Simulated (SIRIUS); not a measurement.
# ZrB2 (P6/mmm) in SIRIUS: single point with PBEsol

Aim: the single point of ZrB2 with PBEsol.

Program: SIRIUS 7.10.0. These are calculated values, not measurements. Logs are shortened: lines on timing, memory, paths and dates and some standing lists are left out, and cuts for length are marked. The log counts tension as positive stress, the text compression.

**1. The undisturbed crystal**

It takes space group P6/mmm (No. 191, hexagonal). Conventional cell: a = 3.170 Å, b = 3.170 Å, c = 3.533 Å, α = 90.00°, β = 90.00°, γ = 120.00°. Around Zr (site symmetry 6/mmm) lie 12 B at 2.54 Å. Around B (site symmetry -6m2) lie 3 B at 1.83 Å.

**2. Single point, PBEsol (atoms moved at random, drawn with an rms of 0.05 Å)**

Contents of sirius.json:

```json
{
  "control": {
    "processing_unit": "cpu",
    "verbosity": 2,
    "num_bands_to_print": 16,
    "print_forces": true,
    "print_stress": true
  },
  "parameters": {
    "electronic_structure_method": "pseudopotential",
    "xc_functionals": ["XC_GGA_X_PBE_SOL", "XC_GGA_C_PBE_SOL"],
    "gk_cutoff": 8.8,
    "pw_cutoff": 17.6,
    "ngridk": [10, 10, 8],
    "shiftk": [0, 0, 0],
    "smearing": "fermi_dirac",
    "smearing_width": 0.0018374661,
    "num_bands": 16,
    "num_mag_dims": 0,
    "num_dft_iter": 100,
    "energy_tol": 1e-08,
    "density_tol": 1e-06
  },
  "iterative_solver": {
    "type": "davidson",
    "min_tolerance": 1e-09,
    "tolerance_scale": [0.1, 0.25]
  },
  "mixer": {
    "type": "anderson",
    "beta": 0.7,
    "max_history": 8
  },
  "settings": {
    "tol_ne": 1e-10,
    "pseudo_grid_cutoff": 6.5
  },
  "unit_cell": {
    "lattice_vectors": [
      [5.990431815064, 0.0, 0.0],
      [-2.995215907532, 5.18786613149, 0.0],
      [0.0, 0.0, 6.676402398303]
    ],
    "atom_coordinate_units": "lattice",
    "atom_types": ["Zr", "B"],
    "atom_files": {
      "B": "B.json",
      "Zr": "Zr.json"
    },
    "atoms": {
      "Zr": [
        [0.000552, 0.021097, -0.008742]
      ],
      "B": [
        [0.654668, 0.330041, 0.495783],
        [0.342136, 0.665057, 0.514111]
      ]
    }
  }
}
```

Potentials or basis: PseudoDojo 0.4.1 PBEsol standard (scalar relativistic).

Launch:

```bash
upf_to_json B.upf
upf_to_json Zr.upf
OMP_NUM_THREADS=1 sirius.scf --input=sirius.json --output=out.json --task=0
```

Log:

```text
[info] SIRIUS version : 7.10.0
[info] number of MPI ranks           : 1
[info] MPI grid                      : 1 1
[info] maximum number of OMP threads : 1
[fft] FFT context for density and potential
[fft] =====================================
[fft]   comm size                             : 1
[fft]   plane wave cutoff                     : 17.6
[fft]   grid size                             : 36 36 40   total : 51840
[fft]   grid limits                           : -17 18   -17 18   -19 20
[fft]   number of G-vectors within the cutoff : 9559
[fft]   local number of G-vectors             : 9559
[fft]   number of G-shells                    : 1012
[fft] FFT context for coarse grid
[fft] =====================================
[fft]   comm size                             : 1
[fft]   plane wave cutoff                     : 17.6
[fft]   grid size                             : 36 36 40   total : 51840
[fft]   grid limits                           : -17 18   -17 18   -19 20
[fft]   number of G-vectors within the cutoff : 9559
[fft]   local number of G-vectors             : 9559
[fft]   number of G-shells                    : 1012
[unit cell] lattice vectors
[unit cell]   a1 :       5.9904318151      0.0000000000      0.0000000000
[unit cell]   a2 :      -2.9952159075      5.1878661315      0.0000000000
[unit cell]   a3 :       0.0000000000      0.0000000000      6.6764023983
[unit cell] reciprocal lattice vectors
[unit cell]   b1 :       1.0488701818      0.6055654818     -0.0000000000
[unit cell]   b2 :       0.0000000000      1.2111309637      0.0000000000
[unit cell]   b3 :       0.0000000000     -0.0000000000      0.9411034465
[unit cell] unit cell volume :       207.48628494 [a.u.^3]
[unit cell] 1/sqrt(omega)    :         0.06942331
[unit cell] MT volume        :         0.00000000 ( 0.00%)
[unit cell] IT volume        :       207.48628494 (100.00%)
[unit cell] number of atom types : 2
[unit cell] type id : 0 symbol : Zr mt_radius :  16.030000 num_atoms : 1
[unit cell] type id : 1 symbol :  B mt_radius :  15.330000 num_atoms : 2
[unit cell] total number of atoms : 3
[unit cell] number of symmetry classes : 3
[unit cell] number of PAW atoms : 0
[unit cell] atom id  type id  class id             position                      vector_field
[unit cell] ------------------------------------------------------------------------------------------
[unit cell]      0        0        0      0.00055   0.02110  -0.00874      0.00000   0.00000   0.00000
[unit cell]      1        1        1      0.65467   0.33004   0.49578      0.00000   0.00000   0.00000
[unit cell]      2        1        2      0.34214   0.66506   0.51411      0.00000   0.00000   0.00000
[unit cell] atom id         position (Cartesian, a.u.)
[unit cell] ---------------------------------------------
[unit cell]      0      -0.059883    0.109448   -0.058365
[unit cell]      1       2.933200    1.712209    3.310047
[unit cell]      2       0.057553    3.450227    3.432412
[unit cell] class id : 0 atom id : 0
[unit cell] class id : 1 atom id : 1
[unit cell] class id : 2 atom id : 2
[unit cell] minimum bond length:     3.362295
[unit cell] total number of pseudo wave-functions: 18
[sym] space group number   : 1
[sym] international symbol : P1
[sym] Hall symbol          : P 1
[sym] space group transformation matrix :
[sym]   1.0000 -0.0000  0.0000
[sym]   0.0000  1.0000  0.0000
[sym]   0.0000  0.0000  1.0000
[sym] space group origin shift :
[sym]   0.0000  0.0000  0.0000
[sym] number of space group operations  : 1
[... 283 lines left out ...]
[find] | SCF iteration  11 out of 100|
[find] +------------------------------+
[diagonalize] iterative solver tolerance (occupied, empty): 1.01976e-09 1.01976e-09
[diagonalize] average number of iterations: 3.68564
[diagonalize] Lowest band energies
[diagonalize] ik:    0   -1.203447   -0.403292   -0.383058   -0.382169    0.112735    0.474097    0.477264    0.492081    0.500268    0.699647    0.704782    0.718982    0.738588    0.750581    0.773218    0.793362
[diagonalize] ik:    1   -1.203037   -0.402676   -0.386620   -0.382987    0.120180    0.467300    0.475474    0.480147    0.497046    0.687120    0.700013    0.713535    0.719910    0.783870    0.792251    0.830547
[diagonalize] ik:    2   -1.201958   -0.401059   -0.395748   -0.385020    0.141329    0.421008    0.464857    0.473801    0.504876    0.657436    0.686384    0.706431    0.733725    0.804804    0.828464    0.859403
[diagonalize] ik:    3   -1.200613   -0.406564   -0.399009   -0.387489    0.173531    0.366917    0.447313    0.467025    0.503998    0.667173    0.673311    0.715165    0.720638    0.810597    0.864379    0.945930
[diagonalize] ik:    4   -1.199516   -0.414937   -0.397353   -0.389457    0.214114    0.312965    0.434954    0.458931    0.492720    0.659210    0.692315    0.722952    0.747062    0.812281    0.906414    0.922960
[diagonalize] ...
[diagonalize] ik:  399   -1.198442   -0.413376   -0.407803   -0.391133    0.218791    0.318555    0.410115    0.434836    0.500241    0.715565    0.739342    0.772878    0.813023    0.824883    0.871739    0.933652
[diagonalize] ik:  400   -1.198446   -0.409478   -0.407818   -0.395365    0.224126    0.309486    0.408986    0.454208    0.483030    0.712676    0.755360    0.775124    0.812174    0.862662    0.867544    0.893772
[diagonalize] ik:  401   -1.198449   -0.409241   -0.407833   -0.395566    0.225507    0.307180    0.409397    0.450942    0.486462    0.712058    0.756604    0.775070    0.812067    0.864448    0.867127    0.896355
[diagonalize] ik:  402   -1.198450   -0.412962   -0.407850   -0.391447    0.221912    0.312912    0.411236    0.431015    0.504482    0.714100    0.742168    0.772884    0.812253    0.830824    0.868086    0.936777
[diagonalize] ik:  403   -1.198450   -0.414702   -0.407850   -0.389476    0.219670    0.316627    0.412439    0.422956    0.511329    0.713515    0.732501    0.774535    0.807626    0.826278    0.871360    0.983574
[find] Charges and magnetic moments
[find] --------------------------------------------------------------------------------
[find] total charge          : 18.000000
[find] Energy
[find] --------------------------------------------------------------------------------
[find] valence_eval_sum               :      -0.91544323
[find] <rho|V^{XC}>                   :     -11.31192508
[find] <rho|E^{XC}>                   :     -12.49704117
[find] <mag|B^{XC}>                   :       0.00000000
[find] <rho|V^{H}>                    :      12.43036261
[find] one-electron contribution      :      -2.03388076 (Ha),      -4.06776152 (Ry)
[find] hartree contribution           :       6.21518130
[find] xc contribution                :     -12.49704117
[find] ewald contribution             :     -48.27008364
[find] PAW contribution               :       0.00000000
[find] smearing (-TS)                 :      -0.00010706
[find] SCF correction                 :      -0.00000045
[find] Total energy                   :     -56.58582471 (Ha),    -113.17164943 (Ry)
[find] Free energy (E-TS)             :     -56.58593177 (Ha),    -113.17186355 (Ry)
[find] band gap (eV)                  :       0.00000000
[find] Efermi                         :       0.57648085
[find] iteration : 11, RMS : 1.687778251347e-08, energy difference : 5.626219490296e-10
[find] Hartree energy of density residual : 1.034296745422e-14
[find] bands are converged : true
[find] iterative solver converged : true
[find] converged after 12 SCF iterations!
[find] Charges and magnetic moments
[find] --------------------------------------------------------------------------------
[find] total charge          : 18.000000
[find] Energy
[find] --------------------------------------------------------------------------------
[find] valence_eval_sum               :      -0.91544323
[find] <rho|V^{XC}>                   :     -11.31192508
[find] <rho|E^{XC}>                   :     -12.49704117
[find] <mag|B^{XC}>                   :       0.00000000
[find] <rho|V^{H}>                    :      12.43036261
[find] one-electron contribution      :      -2.03388076 (Ha),      -4.06776152 (Ry)
[find] hartree contribution           :       6.21518130
[find] xc contribution                :     -12.49704117
[find] ewald contribution             :     -48.27008364
[find] PAW contribution               :       0.00000000
[find] smearing (-TS)                 :      -0.00010706
[find] SCF correction                 :      -0.00000045
[find] Total energy                   :     -56.58582471 (Ha),    -113.17164943 (Ry)
[find] Free energy (E-TS)             :     -56.58593177 (Ha),    -113.17186355 (Ry)
[find] band gap (eV)                  :       0.00000000
[find] Efermi                         :       0.57648085
[ground_state] === stress tensor components [kbar] ===
[ground_state] === stress_kin ===
[ground_state] -17569.747605    1.568221   -4.630215
[ground_state]     1.568221-17569.588921    8.629458
[ground_state]    -4.630215    8.629458-17486.651126
[ground_state] === stress_har ===
[ground_state] -3107.271057  -56.333738   -4.360087
[ground_state]   -56.333738-3097.490098    8.375569
[ground_state]    -4.360087    8.375569-2608.203188
[ground_state] === stress_ewald ===
[ground_state] 22551.367516  -38.344006  -13.027577
[ground_state]   -38.34400622559.680673   31.816777
[ground_state]   -13.027577   31.81677723334.666459
[ground_state] === stress_vloc ===
[ground_state]  4003.247040   91.223332   17.550512
[ground_state]    91.223332 3986.888993  -40.970228
[ground_state]    17.550512  -40.970228 2646.594844
[ground_state] === stress_xc ===
[ground_state] -1638.922775   -0.243740   -0.058521
[ground_state]    -0.243740-1638.879326    0.055412
[ground_state]    -0.058521    0.055412-1639.329647
[ground_state] === stress_core ===
[ground_state]  6371.629303   -1.056885   -0.062681
[ground_state]    -1.056885 6371.754616   -0.051550
[ground_state]    -0.062681   -0.051550 6369.620093
[ground_state] === stress_nonloc ===
[ground_state] -10585.471943   -1.007294    0.222475
[ground_state]    -1.007294-10585.051684   -0.727478
[ground_state]     0.222475   -0.727478-10587.159698
[ground_state] === stress_us_nl ===
[ground_state] -10585.471943   -1.007294    0.222475
[ground_state]    -1.007294-10585.051684   -0.727478
[ground_state]     0.222475   -0.727478-10587.159698
[ground_state] === stress_total ===
[ground_state]    24.830479   -4.194109   -4.366094
[ground_state]    -4.194109   27.314254    7.127960
[ground_state]    -4.366094    7.127960   29.537736
[ground_state] ==== total Forces in Ha/bohr =====
[ground_state] atom:    0, force:       0.0072998     -0.0162465      0.0132511
[ground_state] atom:    1, force:       0.0105771      0.0077066      0.0009077
[ground_state] atom:    2, force:      -0.0178769      0.0085398     -0.0141588
[ground_state] ==== ultrasoft contribution from Qij =====
[ground_state] atom:    0, force:       0.0000000      0.0000000      0.0000000
[ground_state] atom:    1, force:       0.0000000      0.0000000      0.0000000
[ground_state] atom:    2, force:       0.0000000      0.0000000      0.0000000
[ground_state] ==== non-local contribution from Beta-projector =====
[ground_state] atom:    0, force:       0.0006739     -0.0017460     -0.0004555
[ground_state] atom:    1, force:       0.0174277      0.0122167      0.0034914
[ground_state] atom:    2, force:      -0.0285913      0.0122706     -0.0303859
[ground_state] ==== contribution from local potential =====
[ground_state] atom:    0, force:      -0.0335555      0.0802788     -0.2399173
[ground_state] atom:    1, force:      -0.0641676     -0.0502894      0.0915678
[ground_state] atom:    2, force:       0.1075708     -0.0513205      0.1738353
[ground_state] ==== contribution from core density =====
[ground_state] atom:    0, force:       0.0002411     -0.0005074      0.0006301
[ground_state] atom:    1, force:      -0.0009631     -0.0004452      0.0001439
[ground_state] atom:    2, force:       0.0013640     -0.0004575      0.0010902
[ground_state] ==== Ewald forces from ions =====
[ground_state] atom:    0, force:       0.0399403     -0.0942718      0.2529939
[ground_state] atom:    1, force:       0.0582801      0.0462245     -0.0942954
[ground_state] atom:    2, force:      -0.0982204      0.0480473     -0.1586985
[~DFT_ground_state] local op. applied: 189674
[~DFT_ground_state] evp. work count: 47652.8
[~DFT_ground_state] number of iterative solver steps: 16995
```

It took 4.1 min on 1 thread of Arm Neoverse V2, shared host; peak memory 1.6 GiB.

What came out:

```yaml
Free_energy: -1539.7816 eV
Pressure: -2.7 GPa
Largest_force: 1.252 eV/Å
Band_gap_on_the_k_mesh: none (metal or under the smearing width)
```

Forces in eV/Å, atoms in the order of the input:
```
Zr   0.375 -0.835  0.681
B    0.544  0.396  0.047
B   -0.919  0.439 -0.728
```
